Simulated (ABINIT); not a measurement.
Here is an ABINIT 10.8.3 (patched build) calculation.

The input run.abi:

```
# Pseudopotentials
pp_dirpath "./"
pseudos "Br.upf, K.upf"

# Structure
acell 4.6669047558 4.6669047558 4.6669047558 Angstrom
rprim
     0.0000000000     0.7071067812     0.7071067812
     0.7071067812     0.0000000000     0.7071067812
     0.7071067812     0.7071067812     0.0000000000
ntypat 2
znucl 35 19
natom 2
typat 1 2
xred
     0.5000000000     0.5000000000     0.5000000000
     0.0000000000     0.0000000000     0.0000000000

# Plane-wave basis
ecut 36.0

# k points
kptopt 1
ngkpt 5 5 5
nshiftk 1
shiftk 0.0 0.0 0.0

# Exchange and correlation
ixc 7

# Bands and occupations
nband 12
occopt 3
tsmear 0.05 eV

# SCF cycle
nstep 100
tolvrs 1.0e-10

# Output
iomode 3
prtwf 0
prtden 0
prteig 0
prtebands 0
```

Potentials or basis: PseudoDojo NC SR LDA v0.4.1 standard.

Command:

```console
$ abinit run.abi > log 2>&1
```

Q: Predict the band gap on the k mesh.

A: 4.03 eV, direct.

Q: Estimate the pressure.

A: -1.7 GPa.

As with any semilocal functional, this LDA gap is likely too small.
